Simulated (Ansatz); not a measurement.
Cu:

```
Cu
1.0
    -1.44279    1.44279    1.37608
     1.44279   -1.44279    1.37608
     1.44279    1.44279   -1.37608
Cu
1
Direct
  0.00000 0.00000 0.00000
```

This isn't the form of Cu at room conditions, which is fcc.

Below is the output of Ansatz 0.2.0 for this cell. Logs are shortened: lines on timing, memory, paths and dates and some standing lists are left out, and cuts for length are marked.

```text
Warning: RAYON_NUM_THREADS=2 ignored (pool sized by the plan → 2); use --threads N
Engine: ansatz 0.2.0, aarch64-unknown-linux-gnu
Pseudopotentials: kind: paw
Pseudopotential: Cu, paw, valence charge 19, recommended cutoff 420 eV (normal), Cu.paw.azcp
Functional definition: PBE
  parameter kappa = 0.804
  parameter beta = 0.06672455060314922
  exchange = pbe_x(kappa = kappa, mu = beta*pi^2/3)
  correlation = pbe_c(beta = beta)
Crystal: 1 atoms, lattice volume = 11.458 Å³
Basis set: ecut = 420 eV, 225 PW (Γ), exchange–correlation on 36×36×36 points (8 copies of the dense FFT grid, shifted against one another)
Bands: 14, of which v1, the nominal top of the filled ones, is band 10 counted from 1 (9 counted from 0)
Symmetry: 16 space group operations
Space group: I4/mmm (ITA 139), of the structure as read, at distance tolerance 2.3e-5 Å
k-points: 196 of 2197
Non-local potential: Cu, projectors of the file, l = 0: 3, l = 1: 2, l = 2: 3, l = 3: 1
PAW form: soft (Blöchl's): semilocal exchange-correlation on the pseudo side does not see the compensation charge
PAW one-centre angular grid: Cu, 590 points (default); XC on 64 Gauss nodes
Initial density: superposition of atomic densities (neutral atoms: chi_scale 0, normalization atom), corrected by the library's trained network
Initial wavefunctions: pseudopotential atomic-orbital guess
Functional: x = pbe(κ = 0.804, μ = 0.2195149727645171), c = pbe(β = 0.06672455060314922)
SCF iter   1: F=—  HF=-6625.130084 eV  |F-HF|=—  |Δ(HF+E_count)|=         —  Δρ=1.12e-3  dr2=4.27e-5  ethr=1.77e-3  ⟨swp⟩=5.0  Hψ=14058  notcnv=0
preconditioner: auto → none  [insulator: Δε(μ)=0.038 eV  Ē_g=17.604 eV  σ=0.015 eV  W_gap=0.72  n_scr=0 (ndim 8)  ℏωp=36.4 eV  f_vac=0.000  D(μ)=0.48/eV (n_scr^D=0)  ε∞_Penn≈5.3]
SCF iter   2: F=—  HF=-6625.130213 eV  |F-HF|=—  |Δ(HF+E_count)|=   1.30e-4  Δρ=5.08e-4  dr2=5.32e-6  ethr=2.25e-7  ⟨swp⟩=2.3  Hψ=6557  notcnv=0  defer=3
SCF iter   3: F=—  HF=-6625.130228 eV  |F-HF|=—  |Δ(HF+E_count)|=   1.51e-5  Δρ=8.68e-5  dr2=1.40e-7  ethr=2.80e-8  ⟨swp⟩=2.0  Hψ=3636  notcnv=0  defer=3
iter 4 did not close the SCF: its close was put off for the readings that it lacked (scf_convergence_deferred on its scf_iter line)
SCF iter   4: F=-6625.130229 eV  HF=-6625.130229 eV  |F-HF|=3.11e-8  |Δ(HF+E_count)|=   4.90e-7  Δρ=2.12e-5  dr2=2.61e-8  ethr=7.39e-10  ⟨swp⟩=2.0  Hψ=3735  notcnv=0  defer=3
iter 5 did not close the SCF: its close was put off for the readings that it lacked (scf_convergence_deferred on its scf_iter line)
SCF iter   5: F=-6625.130229 eV  HF=-6625.130229 eV  |F-HF|=5.07e-10  |Δ(HF+E_count)|=   4.96e-9  Δρ=3.39e-6  dr2=3.13e-10  ethr=1.37e-10  ⟨swp⟩=2.1  Hψ=3696  notcnv=0  defer=3
SCF iter   6: F=-6625.130229 eV  HF=-6625.130229 eV  |F-HF|=0.00e0  |Δ(HF+E_count)|=  6.62e-10  Δρ=1.97e-7  dr2=9.44e-13  ethr=1.65e-12  ⟨swp⟩=5.1  Hψ=13697  notcnv=0
SCF 1 converged in 6 iterations: F = -6625.130229 eV  dr2 = 9.44e-13
  greatest PAW one-centre occupation: 1.000 electrons in one spin orbital (limit 2), on the Cu atom at site 0 (counted from 0), in its partial waves of l = 0
SCF converged after 6 iterations
Free energy (F): -6625.130229 eV
Harris-Foulkes:  -6625.130229 eV  (|F-HF|=0.00e0)
Internal energy: -6625.130175 eV  (E = F + TS)
E sigma→0 (E₀):  -6625.130202 eV
Entropy (-TS):   -0.000053 eV (-0.053 meV/atom)
Fermi energy:    17.372028 eV
--- Per-component energies (eV) ---
  E_band       = -348.298462
  E_kinetic    = 300.375396
  E_local      = -3994.485708  (includes V_loc(G=0)·N_el)
  E_nonlocal   = 389.644459
  E_hartree    = 1761.711844
  E_xc         = -89.847910
  E_vxc        = -115.970061  (∫ρ·V_xc dr)
  E_paw        = -1662.593883  (= ΣΔE_a)
  E_vpaw       = -451.286517  (= ΣTr[D̂ρ^β])
  E_aug_tail   = 0.000278  (compensation charges beyond the density's cutoff)
  E_ewald      = -3329.934651
  E_smearing   = -0.000053  (= −TS)
  E_closure    = 0.000000  (closes the sum)
  Σ components = -6625.130229   (vs F -6625.130229, Δ=0.00e0)
--- Forces (eV/Å), atoms counted from 1 ---
  atom   1  Cu     0.00000000     0.00000000     0.00000000
  max |Σ_I F_I| component: 9.86e-32 eV/Å
--- Stress (GPa, compression-positive) ---
        7.131779      -0.000000       0.000000
       -0.000000       7.131779       0.000000
        0.000000       0.000000       7.424225
  P = ⅓ Tr σ = 7.2293 GPa (72.293 kbar)
--- Band table (eV; the first three rows and the last of 196) ---
  k-point 0: bands = ["-95.2182", "-52.5211", "-52.5196", "-52.5196", "7.7911", "14.1320", "14.3306", "14.3306", "15.2131", "15.4204", "42.3063", "42.3063", "43.5658", "46.0578"]
  k-point 1: bands = ["-95.2172", "-52.5268", "-52.5235", "-52.5194", "8.0168", "14.1353", "14.2915", "14.4190", "15.1694", "15.4161", "39.6852", "42.1271", "43.0332", "44.4630"]
  k-point 2: bands = ["-95.2145", "-52.5469", "-52.5301", "-52.5188", "8.6780", "14.1297", "14.1841", "14.6702", "15.0793", "15.4056", "35.6032", "40.7728", "42.0733", "42.3279"]
  k-point 195: bands = ["-95.1876", "-52.6172", "-52.6164", "-52.6063", "12.6409", "12.6935", "15.8515", "15.8856", "15.8875", "24.1988", "25.3127", "27.1412", "31.0977", "32.0394"]
```

Task: What input gives this log?

Result: Single point with PBE, no spin polarisation. The files as run (others can give the same):

input.yaml
```yaml
crystal:
  lattice:
    - [-1.44279332, 1.44279332, 1.37608145]
    - [1.44279332, -1.44279332, 1.37608145]
    - [1.44279332, 1.44279332, -1.37608145]
  atoms:
    - { symbol: Cu, position: [0.0, 0.0, 0.0] }
hamiltonian:
  xc: pbe
  pseudopotentials: { kind: paw }
kpoints:
  mp_grid: { grid: [13, 13, 13] }
scf:
  occupations: { method: gaussian, width: 0.015 }
output:
  forces: true
  stress: true
  eigenvalues: true
  write_density: true
  write_potential: true
  elf: true
  volumetric_format: npy
```

Potentials or basis: Ansatz PAW.
Command:
```console
$ ansatz run input.yaml --threads 2 --pin off --max-ram 5632MiB --backend cpu --events-out ev --progress --plain --runs-dir out
```
